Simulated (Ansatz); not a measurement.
Crystal: InAs.

```xyz
2
Lattice="0.0000 3.0180 3.0180 3.0180 0.0000 3.0180 3.0180 3.0180 0.0000" Properties=species:S:1:pos:R:3 pbc="T T T"
In    0.0000    0.0000    0.0000
As    4.5270    4.5270    4.5270
```

Base run:

* Program: Ansatz 0.2.0
* Functional: r2SCAN
* Potentials or basis: Ansatz PAW
* Cutoff: 500 eV (not typed: the program's choice for these potentials)
* k mesh: 8 × 8 × 8
* Occupations: fermi-dirac, width 0.05 eV
* Spin: no spin polarisation

Its results: band gap on the k mesh 0.28 eV, direct; pressure 2.3 GPa.

**Question.** The run is repeated on the same cell with these changes: functional from r2SCAN to BLYP; cutoff from 500 eV (not typed: the program's choice for these potentials) to 420 eV (not typed: the program's choice for these potentials). What comes out?

**Answer.** Band gap on the k mesh none (metal or under the smearing width); pressure 7.5 GPa.

r2SCAN gives the wider gap, since meta-GGAs in the generalised Kohn-Sham scheme recover part of the derivative discontinuity.

Caveats: spin-orbit coupling is left out, which moves the levels of the heavy elements; the PAW data sets come from PBE, with cores solved anew for the run's functional, which leaves a small shift of forces and pressure; this crystal is a semiconductor, whose small gap the functional closes, so the metal is an error of the method (some runs).
